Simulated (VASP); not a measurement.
# How biaxial strain in the (110) plane changes AlN (F-43m), part 2 of 2

Wanted: the response of AlN to biaxial strain in the (110) plane, as a table, with a fit that predicts a row left out.

VASP 6.6.1, plane waves and PAW; the level of theory is named at each step.

So far: Starting point; Relax the crystal, LDA; Strain along the normal, LDA; Band edges, HSE06.

## 5. All members

Hybrid runs start from orbitals of a short LDA run, not shown.

Runs beyond LDA use the data sets made with LDA; this shifts their levels slightly, and their total energies have another zero.

The other members went through these steps as far as the tables show, with the same cutoff and, step by step, the same mesh; 47 runs are not shown. The session took 4.6 core hours (wall time by ranks) on a shared machine.

```
in-plane strain (%)  strain along the normal (%)  mean of the two in-plane stresses, tension positive (GPa)  energy above the unstrained row (meV/atom)  gap on the mesh, LDA (eV)
             -2.000                        1.121                                                     -9.795                                      12.687                      3.035
             -1.500                        0.819                                                     -7.306                                       7.185                      3.093
             -1.000                        0.532                                                     -4.841                                       3.243                      3.144
             -0.500                        0.261                                                     -2.405                                       0.850                      3.190
                  0                        0.000                                                     -0.010                                       0.000                      3.230
              0.500                       -0.243                                                      2.349                                       0.663                      3.183
              1.000                       -0.472                                                      4.659                                       2.823                      3.136
              1.500                       -0.694                                                      6.904                                       6.459                      3.089
              2.000                       -0.901                                                      9.104                                      11.550                      3.044
```

Slopes at zero strain, from cubics through all rows: strain ratio -0.502, stress over strain 476 GPa.

Band edges at HSE06, counted from the valence-band top at Γ, with one row partly withheld:

```
in-plane strain (%)  gap (eV)  conduction band at Γ (eV)  Δ or X valley along z (eV)  Δ or X valley along x (eV)  lowest conduction level at L, [111] (eV)  lowest conduction level at L, [-111] (eV)  second valence level below the top (eV)  third valence level below the top (eV)
             -2.000     4.415                      5.860                       4.415                       4.516                                     9.330                                      9.030                                    0.085                                   0.284
             -1.500     4.468                      5.834                       4.469                       4.539                                     9.260                                      9.043                                    0.060                                   0.209
             -1.000     4.516                      5.802                       4.516                       4.559                                     9.187                                      9.047                                    0.037                                   0.136
             -0.500     4.557                      5.764                       4.557                       4.577                                     9.111                                      9.043                                    0.018                                   0.067
                  0     4.592                      5.721                       4.592                       4.592                                     9.033                                      9.033                                    0.000                                   0.000
              0.500     4.541                      5.607                       4.558                       4.541                                     8.888                                      8.950                                    0.048                                   0.064
              1.000     4.490                      5.491                       4.521                       4.490                                     8.744                                      8.864                                    0.096                                   0.124
              1.500     4.440                          ?                       4.481                       4.440                                     8.601                                      8.773                                    0.143                                   0.183
              2.000     4.391                      5.255                       4.440                       4.391                                     8.459                                      8.678                                    0.189                                   0.239
```

Conduction masses, in electron masses:

```
in-plane strain (%)  conduction mass at Γ, along the strain axis or the normal of the plane  conduction mass at Γ, across the strain axis or in the plane
             -2.000                                                                   0.290                                                         0.326
             -1.500                                                                   0.290                                                         0.317
             -1.000                                                                   0.291                                                         0.310
             -0.500                                                                   0.294                                                         0.304
                  0                                                                   0.297                                                         0.297
              0.500                                                                   0.298                                                         0.289
              1.000                                                                   0.299                                                         0.282
              1.500                                                                   0.300                                                         0.275
              2.000                                                                   0.303                                                         0.271
```

## 6. Working out the slope

The quantity to fit is the conduction level at Γ above the mean of the three top valence levels at HSE06: 5.983, 5.924, 5.860, 5.792, 5.721, 5.644, 5.565, 5.397 eV in the rows shown.

Fitting a parabola to the 8 known rows (e: strain in %) gives E = − 0.007581 e² − 0.1468 e + 5.720 in eV; the residuals are 7.4e-4 eV r.m.s.

At e = 1.5 this predicts 5.4830 eV.

## 7. Checking the prediction

The calculation gives 5.4825 eV, so the prediction is 0.0005 eV too high.

## 8. What came out

- ratio of normal to in-plane strain: -0.502
- biaxial modulus: 476 GPa
- gap of the unstrained cell, HSE06: 4.59 eV
- slope at zero strain of the conduction level at Γ above the mean of the three top valence levels, HSE06: -147 meV per %
- error of the predicted row: 0.5 meV

In words: As a check, the curvature of the energy gives 474 GPa for the same modulus (energy per volume = M × strain²), 0 % from the slope of the stress. The energy also has a linear term worth 0.14 GPa that the stress column lacks, a mark of the finite basis. At HSE06 the lowest conduction valley is Δ or X throughout, and the gap runs between 4.39 and 4.59 eV. Hole masses are left out throughout, since the top bands are degenerate or cross in many series; of conduction masses, those of the Γ, L and (for Si and Ge under (001) strain) Δ valleys are kept where they change by under an eighth between rows. HSE06 ran on a coarser mesh than the semilocal levels. Spin-orbit coupling is left out at HSE06, so the valence splittings there lack it. Δ or X levels are the lowest on their line, refined by a parabola unless they lie at X; the gap is read from all points sampled and can differ from the lowest valley by some meV, or by tens of meV where strain moves the valence top off Γ. Temperature, zero-point motion and excitons are left out.

[Lines on the potential files, build, host, timing and source positions are cut from VASP's logs without a mark.]

[Logs are printed without paths, hosts, clocks, repeated set-up lines and the standing remarks that a program may print on its own settings, such as how far it seeks lower states.]

[Hosts, paths, dates, database ids (printed as entryN), source tags and the programs' standing remarks are cut or masked in the printed files.]

[In band tables of VASP the shares of atoms and orbitals are scaled to a sum of 1 inside the atoms' spheres.]
